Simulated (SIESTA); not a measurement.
SnO2 (Cassiterite):

```
Sn O
1.0
     4.73800    0.00000    0.00000
     0.00000    4.73800    0.00000
     0.00000    0.00000    3.18650
Sn O
2 4
Direct
  0.50000 0.50000 0.50000
  0.00000 0.00000 0.00000
  0.80710 0.19290 0.50000
  0.69290 0.69290 0.00000
  0.19290 0.80710 0.50000
  0.30710 0.30710 0.00000
```

Base run:

```yaml
Program: SIESTA 5.4.2
Functional: vdW-DF-cx
Potentials_or_basis: PseudoDojo 0.4 standard (PBE files)
Basis: DZP (energy shift 0.003 Ry; two zetas on semicore shells)
Grid_cutoff: 800 Ry
Energy_shift: 0.003 Ry
k_mesh: 6 × 6 × 8
Occupations: fermi-dirac, width 0.05 eV
Spin: no spin polarisation
```

Its results: band gap on the k mesh 0.96 eV, direct; pressure 13.3 GPa; largest force 0.281 eV/Å.

Task: The run is repeated on the same cell with these changes: functional from vdW-DF-cx to BLYP. What comes out?

Result: Band gap on the k mesh 1.03 eV, direct; pressure 24.0 GPa; largest force 0.362 eV/Å.

Caveats: the potentials were made for another functional, which shifts forces and pressure; spin-orbit coupling is left out, which moves the levels of the heavy elements; the basis of atomic orbitals isn't converged, which shifts pressures, moduli and gaps.
